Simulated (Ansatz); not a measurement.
Is this SiC₅ stable against decomposition?

These are results of Ansatz 0.2.0, DFT PBE, scalar-relativistic, plane waves, PAW, not measurements. All cells share a 420 eV cutoff and Γ-centred k meshes spaced at most about 0.3 Å⁻¹ (about 0.25 or finer for metals, 2π included). No spin polarisation.

The zero of energy is the elements' standard structures at the same level; no fitted shifts are applied.

All energies are static (0 K, no zero-point motion). No dispersion correction is applied, so the spacing and binding between layers, chains or molecules are poorly described (SiC5 P6/mmm). The reference form of C is held partly by dispersion forces, which this level lacks.

The competitors are the elements and 1 reference phase of this chemical system (from databases or known types: SiC), relaxed at the same level; other known phases may be missing.

The candidate was reached from: random cell.

```
Si C
1.0
     3.29896    0.00000    0.00000
    -1.64948    2.85699    0.00000
     0.00000    0.00000    6.19738
Si C
1 5
Direct
  0.00000 0.00000 0.50000
  0.00000 0.00000 0.80284
  0.00000 0.00000 0.19716
  0.50000 0.00000 0.00000
  0.00000 0.50000 0.00000
  0.50000 0.50000 0.00000
```

The lowest competing mixture at this composition:

```tsv
phase	space group	source	share of atoms	ΔE_f (eV/atom)
C	-	element	0.6667	-0.0002
SiC	P6_3mc (No. 186)	Materials Project	0.3333	-0.204
```

The lowest database cell of C (-0.0002) lies slightly below the reference, hence the non-zero entry.

Question: What are the hull's energy here, the candidate's formation energy and its margin?

Answer: The hull lies at -0.068 eV/atom, the weighted sum of the last column. The candidate has 3.281 eV/atom, which is 3.35 eV/atom above it. The candidate matches no cell in the subsets of the Crystallography Open Database and the Materials Project at hand. The margin is far too high for a likely synthesis. It holds C–C nets (shortest 1.65 Å).
